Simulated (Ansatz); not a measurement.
# Two structures of Br: comparison of enthalpies under pressure from a Python script

The task here is to estimate one member of a computed series from the others.

All numbers are computed with Ansatz 0.2.0 through its Python package. Level of theory: DFT PBE, plane waves, PAW.

### Starting point

Br Fd-3m: Symmetry: Fd-3m, No. 227, cubic system. Conventional cell: a = 6.480 Å, b = 6.480 Å, c = 6.480 Å, α = 90.00°, β = 90.00°, γ = 90.00°. Br (site symmetry -43m) is surrounded by 4 Br at 2.81 Å.

Br Pm-3m: It takes space group Pm-3m (No. 221, cubic). Conventional cell: a = 3.060 Å, b = 3.060 Å, c = 3.060 Å, α = 90.00°, β = 90.00°, γ = 90.00°. Br (site symmetry m-3m) has 6 Br at 3.06 Å as nearest neighbours.

The script holds or builds the structure itself.

Set-up of the first run:

run_transition.py

```python
"""Pressure at which two phases of Br cross."""

import warnings

import ansatz as az
import numpy as np


def diamond(A, a):
    return (
        az.Lattice.fcc(a)
        .space_group(227, origin_choice=1)
        .atom(A, [0, 0, 0])
        .primitive()
    )


def sc(first, a):
    return (
        az.Lattice.cubic(a)
        .space_group(221)
        .atom(first, [0, 0, 0])
    )


def ground_state(name, crystal, pressure=0.0):
    calc = (
        crystal.calculation()
        .functional("PBE")
        .basis(450)
        .kpoints(spacing=0.16)
        .occupations("fermi_dirac", width=0.02)
    )
    calc = calc.relax(force_tolerance=0.02, max_steps=40, cell=True, pressure=pressure)
    return calc.run()


def volume_per_atom(outcome):
    return abs(np.linalg.det(outcome.lattice.cell_ang)) / len(outcome.lattice.sites)


def main() -> None:
    warnings.simplefilter("ignore", az.DeckWarning)

    phases = {}
    phases["diamond"] = diamond("Br", 6.48)
    phases["sc"] = sc("Br", 3.06)

    # enthalpy per atom at each pressure
    pressures = [0, 15, 30, 45]
    enthalpy, volume = {name: [] for name in phases}, {name: [] for name in phases}
    for p in pressures:
        for name, crystal in phases.items():
            o = ground_state(name, crystal, pressure=p)
            volume[name].append(volume_per_atom(o))
            enthalpy[name].append(o.report["energy_sigma0_ev"] / len(o.lattice.sites) + p * volume[name][-1] / 160.21766)
    gap = np.array(enthalpy["sc"]) - np.array(enthalpy["diamond"])
    rows = [(p, va, vb, 1000 * d) for p, va, vb, d in zip(pressures, volume["diamond"], volume["sc"], gap)]
    print("   P (GPa)  V diamond (A^3/atom)  V sc (A^3/atom)  H(sc) - H(diamond) (meV/atom)")
    for row in rows:
        print(f"{row[0]:10d}  {row[1]:20.3f}  {row[2]:15.3f}  {row[3]:+29.1f}")
    crossings = [p0 - g0 * (p1 - p0) / (g1 - g0) for p0, p1, g0, g1 in zip(pressures, pressures[1:], gap, gap[1:]) if g0 * g1 < 0]
    print("crossing near", [round(float(p), 1) for p in crossings], "GPa") if crossings else print("no crossing in this range")


if __name__ == "__main__":
    main()
```

Command:

```sh
python run_transition.py
```

One of the session's tables, all rows but one given; the rest of the session is left out.

It belongs to the step «The engine's runs». Enthalpy H = E + pV of the second structure less the first:

```
pressure (GPa)  ΔH (meV/atom)
             0         -203.9
            15              ?
            30        -1457.1
            45        -1821.7
```

Estimate the missing values for pressure (GPa) = 15.

Worked estimate for «ΔH (meV/atom)». A straight line through the neighbours (0, -203.9) and (30, -1457.1) gives -203.9 + (-1457.1 + 203.9) × (15 − 0) / (30 − 0) = -830.5; a parabola fitted to 3 rows on both sides gives -917.8.

The run gave: ΔH (meV/atom): -978.0. In «ΔH (meV/atom)» the line misses by +147.5 and the parabola by +60.2.

To keep in mind: Only these two structures are compared, at zero temperature and with their symmetry kept; either may be hypothetical, and another phase may be lower than both.
